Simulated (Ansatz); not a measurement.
## Phonon-limited resistivity of HfN (computed with Ansatz 0.2.0)

Space group Fm-3m (No. 225), 2 atoms in the cell of the first input below: a = 3.183 Å, b = 3.183 Å, c = 3.183 Å, α = 60.00°, β = 60.00°, γ = 60.00°.

The cell was built from a prototype of a structure type listed for this compound, relaxed without spin–orbit coupling to zero pressure (pressure 0.0 GPa with this functional, without spin–orbit coupling). Functional: PBEsol.

Input:

```yaml
crystal:
  lattice:
    - [0.0, 2.2507970929, 2.2507970929]
    - [2.2507970929, 0.0, 2.2507970929]
    - [2.2507970929, 2.2507970929, 0.0]
  atoms:
    - { symbol: Hf, position: [0.5, 0.5, 0.5] }
    - { symbol: "N", position: [0.0, 0.0, 0.0] }
basis:
  ecutwfc: 420
  ecutrho_ratio: 4
kpoints:
  mp_grid: { grid: [14, 14, 14] }
hamiltonian:
  xc: pbesol
scf:
  occupations: { method: methfessel_paxton, width: 0.2 }
output: {}
phonons:
  supercell: [2, 2, 2]
  qpath:
    path:
      - [[0.0, 0.0, 0.0], [0.5, 0.0, 0.5], [0.625, 0.25, 0.625]]
      - [[0.375, 0.375, 0.75], [0.0, 0.0, 0.0], [0.5, 0.5, 0.5], [0.5, 0.25, 0.75], [0.5, 0.0, 0.5]]
    npoints: 6
  electrical_resistivity: { mesh: [28, 28, 28], temperatures: [50, 100, 200, 300, 500] }
  superconductivity: { mesh: [28, 28, 28], eliashberg_equations: false }
```

```bash
ansatz run input.yaml --threads 8 --pin off --max-ram 15360MiB --backend cpu --events-out ev --progress --plain --runs-dir out
```

Time: 49 s on 8 threads of Intel(R) Xeon(R) 6975P-C (Granite Rapids), with other jobs on the host, peak memory 2.2 GiB.

λ_tr,xx from the finest mesh down: 0.849, 0.851, 0.884. The next coarser mesh moves the resistivity at 300 K by 5 % along the axis that moves most.

The run gives λ_tr,xx = 0.849 and a Drude plasma energy ħω_p,xx = 9.13 eV.

Problem. Estimate the resistivity along x at 300 K from the high-temperature formula.

Solution. ħ/τ = 2π λ_tr k_B T = 0.1379 eV and ρ = 1/(ε0 ω_p² τ) = 12.30 μΩ cm. The Boltzmann solution gives 10.15 μΩ cm, so the estimate is 21 % high.

```
T (K)  ρ_xx (μΩ cm)  ρ_zz (μΩ cm)  formula, xx  R_H, field along x, y or z (10⁻¹¹ m³/C)
   50          0.25          0.25         2.05                                    -15.2
  100          1.80          1.80         4.10                                    -13.3
  200          5.74          5.74         8.20                                    -12.8
  300         10.15         10.15        12.30                                    -12.8
  500         18.86         18.86        20.50                                    -12.8
```

At 300 K the next coarser mesh moves R_H by up to 1 %.

At 50 K the solution is 0.12 times the linear formula, and at 500 K 0.92 times. The formula is meant for temperatures above the phonon energies and for bands that vary little within k_B T.

Caveats: no spin-orbit coupling, which matters for these elements; not converged in the fine mesh; small supercell, couplings not converged in it.

The resistivity rises much faster than linearly at low temperature and approaches the linear formula from below, as expected when phonons freeze out. The large mass difference probably stretches this crossover. Hf-dominated acoustic modes are thermally populated early, while the stiff N-dominated optical modes still scatter less than their classical share at 300 K, although they count fully in λ_tr. At low temperature, the remaining long-wavelength phonons also deflect electrons only through small angles, which relaxes the current inefficiently.

The negative Hall coefficient fits simple electron counting: nitrogen-derived states take up eight of the nine valence electrons, leaving one in Hf 5d-derived conduction bands. Its size is close to the free-electron value for one carrier per formula unit. The larger magnitude at 50 K suggests scattering that varies more over the Fermi surface, not a change in carrier density. Nitrogen vacancies, common in this nitride, would add a residual resistivity, so the small value at 50 K describes an ideal crystal rather than a typical sample.
